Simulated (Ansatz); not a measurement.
# CoO: the cost of one run

Program: Ansatz 0.2.0. Level of theory: DFT PBE, scalar-relativistic, plane waves, PAW. These are calculated values, not measurements.

3 further runs of the same task are left out: 1 that didn't finish, 2 set aside as unsound or not needed.

## 1. The system as given

It takes space group Fm-3m (No. 225, cubic). The conventional cell has a = 4.248 Å, b = 4.248 Å, c = 4.248 Å, α = 90.00°, β = 90.00°, γ = 90.00°. Co (site symmetry m-3m) is surrounded by 6 O at 2.12 Å. O (site symmetry m-3m) has 6 Co at 2.12 Å as nearest neighbours.

Structure file:

```xyz
4
Lattice="0.0000 -2.1242 -2.1242 0.0000 2.1242 -2.1242 4.2483 0.0000 0.0000" Properties=species:S:1:pos:R:3 pbc="T T T"
Co    2.1242    0.0000   -2.1242
Co    0.0000    0.0000    0.0000
O     0.0000    0.0000   -2.1242
O     2.1242    0.0000    0.0000
```

It is built from the cell relaxed beforehand with the same method (9.58 Å³/atom).

## 2. Zero of energy

The cell is repeated 2 times, 4 atoms in all. Reference values: F = -11384.2457 eV; pressure -0.10 GPa; largest force 0.000 eV/Å; gap on the mesh none (metal). It was computed beforehand with the settings of the runs below.

## 3. Next: a frozen normal mode

Mode 1 of the phonon run on this cell, counted from the lowest, is frozen in: each atom moves by x times its row below, so x is the largest displacement.

```
atom      ux     uy     uz
 Co1   1.000  0.000  0.000
 Co2  -1.000  0.000  0.000
  O3   0.754  0.000  0.000
  O4  -0.754  0.000  0.000
```

## 4. Point x = -0.260 Å

Contents of input.yaml:

```yaml
crystal:
  lattice:
    - [0.0, -2.1241565581, -2.1241565581]
    - [0.0, 2.1241565581, -2.1241565581]
    - [4.2483131161, 0.0, 0.0]
  atoms:
    - { symbol: Co, position: [0.5, 0.5, 0.438799238], spin: 2.74 }
    - { symbol: Co, position: [0.0, 0.0, 0.061200762], spin: 2.74 }
    - { symbol: O, position: [0.5, 0.5, -0.0461688516], spin: 0.35 }
    - { symbol: O, position: [0.0, 0.0, 0.5461688516], spin: 0.35 }
basis:
  ecutwfc: 420
kpoints:
  mp_grid: { grid: [20, 20, 14] }
hamiltonian:
  xc: pbe
scf:
  occupations: { method: gaussian, width: 0.15 }
output:
  forces: true
  stress: true
  eigenvalues: true
  populations: true
magnetization:
  spin_polarized: true
```

On the command line:

```bash
$ ansatz run input.yaml --threads 2 --pin off --max-ram 5120MiB --backend cpu --events-out ev --progress --plain --runs-dir out
```

**Question.** How long does this run take on 2 threads of Intel Xeon at 2.70GHz, shared host, and how much memory does it need?

About 1.8 min, with a peak of 1.1 GiB.
